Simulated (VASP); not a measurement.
A run of VASP 6.6.1 is set up as follows.

The input INCAR:

```
SYSTEM = Cs
ALGO = Fast
EDIFF = 1E-7
ENCUT = 520
GGA = PS
ISIF = 2
ISMEAR = -1
LASPH = .TRUE.
LCHARG = .TRUE.
LELF = .TRUE.
LREAL = .FALSE.
LVHAR = .TRUE.
LWAVE = .FALSE.
NBANDS = 10
NELM = 80
PREC = Accurate
SIGMA = 0.1
```

File KPOINTS:

```
k-points
0
G
  8 8 8
  0 0 0
```

File POSCAR:

```
Cs
1.0
    0.0000000000      3.9547191690      3.9547191690
    3.9547191690      0.0000000000      3.9547191690
    3.9547191690      3.9547191690      0.0000000000
Cs
1
Direct
    0.0000000000      0.0000000000      0.0000000000
```

Potentials or basis: VASP PAW PBE potentials, release 64 (Cs_sv).

Command:

```console
$ cat potpaw_PBE.64/Cs_sv/POTCAR > POTCAR
$ mpirun -np 1 vasp_std > vasp.out
```

Estimate the band gap on the k mesh.

none (metal or under the smearing width).

Estimate the pressure.

-0.2 GPa.

Caveat: the PAW data sets were made with another functional, which shifts forces and pressure a little. Spin-orbit coupling is left out, which matters for the levels of Cs.
